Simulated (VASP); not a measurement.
The system is Cu.

```xyz
1
Lattice="-1.4342 1.4342 1.4342 1.4342 -1.4342 1.4342 1.4342 1.4342 -1.4342" Properties=species:S:1:pos:R:3 pbc="T T T"
Cu    0.0000    0.0000    0.0000
```

This isn't the form of Cu at room conditions, which is fcc.

- Program: VASP 6.6.1
- Task: relaxation of cell and atoms
- Functional: LDA
- Potentials or basis: VASP PAW LDA potentials, release 64 (Cu)
- Cutoff: 600 eV
- k mesh: 20 × 20 × 20
- Occupations: gaussian, width 0.1 eV
- Spin: no spin polarisation

At the start: pressure -10.9 GPa; volume 11.80 Å³/atom.

**Question.** Where does the relaxation end?

**Answer.** Over 3 steps the energy falls by 30.3 meV/atom and the volume is 10.98 Å³/atom (-7.0 %); space group Im-3m (No. 229, to 0.05 Å).

Step by step:
```csv
step,energy change (eV),largest force (eV/Å),pressure (GPa),volume (Å³)
1,0.0000,0.0000,-10.93,11.80
2,-0.0163,0.0000,9.43,10.48
3,-0.0303,0.0000,-0.06,10.98
```

Final structure:
```xyz
1
Lattice="-1.4001 1.4001 1.4001 1.4001 -1.4001 1.4001 1.4001 1.4001 -1.4001" Properties=species:S:1:pos:R:3 pbc="T T T"
Cu    0.0000    0.0000    0.0000
```
